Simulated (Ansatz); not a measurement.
Property card for Ti

Theory: DFT PBE, scalar-relativistic, plane waves, PAW (Ansatz 0.2.0).

Plane waves to 420 eV, a k mesh through Γ of 18×18×10 on the computed 2-atom cell and Gaussian smearing (0.10 eV); no spin polarisation.

The structure is relaxed at this level of theory with its symmetry kept.

```yaml
crystal:
  lattice:
    - [2.93858, 0.00000, 0.00000]
    - [-1.46929, 2.54489, 0.00000]
    - [0.00000, 0.00000, 4.65043]
  atoms:
    - { symbol: Ti, position: [0.33333, 0.66667, 0.25000] }
    - { symbol: Ti, position: [0.66667, 0.33333, 0.75000] }
```

| Item | Value |
| --- | --- |
| Space group | P6_3/mmc (No. 194) |
| Volume per atom | 117.3 bohr³ |
| Formation energy from the elements' standard states (uncorrected) | 0.000 eV/atom |
| Kohn–Sham band gap | none (metal) |
| Density of states at the Fermi level | 1.76 states/eV per cell |
| Löwdin character within 0.5 eV of the Fermi level | Ti 3d 91 %, unprojected 5 % |
| Bader charges (e) | Ti (2 in the cell) 0.00 |